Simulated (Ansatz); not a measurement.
# TiC: pressure against volume scale

All results are calculated (Ansatz 0.2.0). Periodic Kohn-Sham DFT of a crystal at fixed atoms, scaled to volume_scale times the given cell; pressure positive in compression, energy less spherical unpolarised free atoms, largest_vzz the field gradient of largest size among the nuclei.

The cell before it is scaled or strained (space group Fm-3m, No. 225):
```
TiC
1.0
      0.0000     2.1640     2.1640
      2.1640     0.0000     2.1640
      2.1640     2.1640     0.0000
Ti C
1 1
Direct
  0.00000 0.00000 0.00000
  0.50000 0.50000 0.50000
```

Settings of every row: method frozen-core PAW; functional PBE; relativity scalar; k mesh 16x16x16; filling fermi-dirac; smearing width 0.03 eV; wave cutoff 420 eV; paw set soft_2.

Atom start moment: 0 on all atoms.

| row | volume scale | V (Å³/atom) | pressure (GPa) |
| --- | --- | --- | --- |
| 1 | 0.94 | 9.526 | 18.628 |
| 2 | 0.9405 | 9.531 | 18.456 |
| 3 | 0.96 | 9.728 | 12.103 |
| 4 | 0.97 | 9.83 | 9.079 |
| 5 | 0.98 | 9.931 | 6.202 |
| 6 | 1 | 10.134 | 0.863 |
| 7 | 1.01 | 10.235 | -1.612 |
| 8 | 1.02 | 10.336 | -3.967 |
| 9 | 1.03 | 10.438 | ? |
| 10 | 1.04 | 10.539 | -8.341 |
| 11 | 1.06 | 10.742 | -12.298 |

Question: what pressure should row 9 give?

Worked fit of pressure. Take u = (V_r/V)^(2/3) − 1 with V_r = 10.032 Å³ an atom, which is twice the finite (Eulerian) strain; such expansions in the strain, on which the Birch-Murnaghan equation of state is built, carry the rest volume and the bulk modulus. The shown rows have u = 0.03511, 0.03474, 0.02073, 0.01365, 0.00677, -0.00672, -0.01327, -0.01971, -0.03233, -0.04456. Least squares give pressure = 3.4782 + 397.133 × u + 971.61 × u² GPa; a straight line predicts inner rows, each left out in turn, worse (root mean square 0.59 against 0.014 GPa). The rows lie off it by 0.009, 0.009, -0.025, -0.001, -0.009, 0.010, 0.009, 0.005, 0.005, -0.009 (root mean square 0.011 GPa). The pressure vanishes at u = -0.0090, or V = 10.17 Å³ an atom, and there the bulk modulus at fixed shape and fractions is B = −V dP/dV = (2/3)(1 + u) dP/du = 251 GPa. The withheld row has u = -0.0261, so the fit gives 3.4782 + 397.133 × (-0.0261) + 971.61 × (-0.0261)² = -6.225 GPa.

The calculation gave -6.209 GPa. The fit lies 0.016 GPa (0.052 % of the column's range) below it; its largest miss of a shown row is 0.025 GPa.
